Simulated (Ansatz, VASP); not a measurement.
# BN in VASP and in Ansatz

```
B N
1.0
     0.00000    1.80750    1.78943
     1.80750    0.00000    1.78943
     1.80750    1.80750    0.00000
B N
1 1
Cartesian
  0.0000 0.0000 0.0000
  0.9038 0.9038 0.8947
```

Change from the starting cell: z stretched by -1 %, ions relaxed.

Alike in both runs: functional PBE; k mesh 14 × 14 × 14; occupations fermi-dirac, width 0.02 eV; no spin polarisation.

Ansatz relaxed the structure, and its values are those at the end. VASP's run is a single point on that final structure, the one shown.

```csv
,VASP,Ansatz
version,VASP 6.6.1,Ansatz 0.2.0
potentials or method,"VASP PAW PBE potentials, release 64 (B, N)","plane-wave PAW, scalar-relativistic"
plane-wave cutoff (eV),520,420
valence electrons in the cell,8,8
```

VASP gave:

- gap on the k mesh at the Fermi level (eV): 4.29
- pressure (GPa): 7.2

Task: Which values does Ansatz return?

Result: gap on the k mesh at the Fermi level (eV): 4.30; pressure (GPa): 6.9.

Ansatz warned: «stress_scf_threshold_loose».

A k mesh can miss the band edges.
